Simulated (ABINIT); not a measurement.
Here is an ABINIT 10.8.3 (patched build) calculation.

run.abi

```
# Datasets: ground state, then fixed potential
ndtset 2

# Pseudopotentials
pp_dirpath "./"
pseudos "Zn.LDA_PW-JTH.xml, O.LDA_PW-JTH.xml"

# Structure
acell 3.249308 3.249308 5.205709 Angstrom
rprim
     1.0000000000     0.0000000000     0.0000000000
    -0.5000000000     0.8660254038     0.0000000000
     0.0000000000     0.0000000000     1.0000000000
ntypat 2
znucl 30 8
natom 4
typat 1 1 2 2
xred
     0.6666666667     0.3333333333     0.0000000000
     0.3333333333     0.6666666667     0.5000000000
     0.3333333333     0.6666666667     0.8790100000
     0.6666666667     0.3333333333     0.3790100000

# Plane-wave basis
ecut 23.0
pawecutdg 45.0

# Exchange and correlation
ixc 7

# Bands and occupations
occopt 3
tsmear 0.05 eV

# SCF cycle
nstep 100

# Output
iomode 3
prtwf 0
prteig 0
prtebands 0
enunit 2
prtden1 1
prtvha1 1
prtvclmb1 1
prtpot1 1

# Dataset 1
kptopt1 1
ngkpt1 9 9 5
nshiftk1 1
shiftk1 0.0 0.0 0.0
nband1 22
tolvrs1 1.0e-9

# Dataset 2: bands along G-M-K-G-A-L-H-A
iscf2 -2
getden2 1
nband2 26
nbdbuf2 2
tolwfr2 1.0e-12
kptopt2 -7
ndivsm2 5
prteig2 1
prtvol2 -3
kptbounds2
     0.0000000000     0.0000000000     0.0000000000
     0.5000000000     0.0000000000     0.0000000000
     0.3333333333     0.3333333333     0.0000000000
     0.0000000000     0.0000000000     0.0000000000
     0.0000000000     0.0000000000     0.5000000000
     0.5000000000     0.0000000000     0.5000000000
     0.3333333333     0.3333333333     0.5000000000
     0.0000000000     0.0000000000     0.5000000000
```

Potentials or basis: JTH PAW LDA v2.0.

Command:

```sh
$ abinit run.abi > log 2>&1
```

(1) Predict the largest force.

(2) Predict the pressure.

(3) Estimate the band gap along the path.

(4) Estimate the band gap on the k mesh.

Results:

(1) 0.052 eV/Å.

(2) -7.7 GPa.

(3) 0.72 eV, direct.

(4) 0.72 eV, direct.

**The experiment to reproduce.**

“Electronic structure of alkaline earth and post-transition metal oxides”, 2009, arxiv:0908.1581 quotes, for a bulk crystal of ZnO: band gap 3.37 eV.

A measured gap of ZnO is 3.37 eV (quoted in “Electronic structure of alkaline earth and post-transition metal oxides”, 2009, arxiv:0908.1581); the calculated 0.72 eV misses it by -2.65 eV. So large a miss can be the level of theory's own, or it may mean another phase, state or a wrong row. The value is that of LDA, without temperature or zero-point motion. Semilocal functionals fall short of measured gaps as a rule.
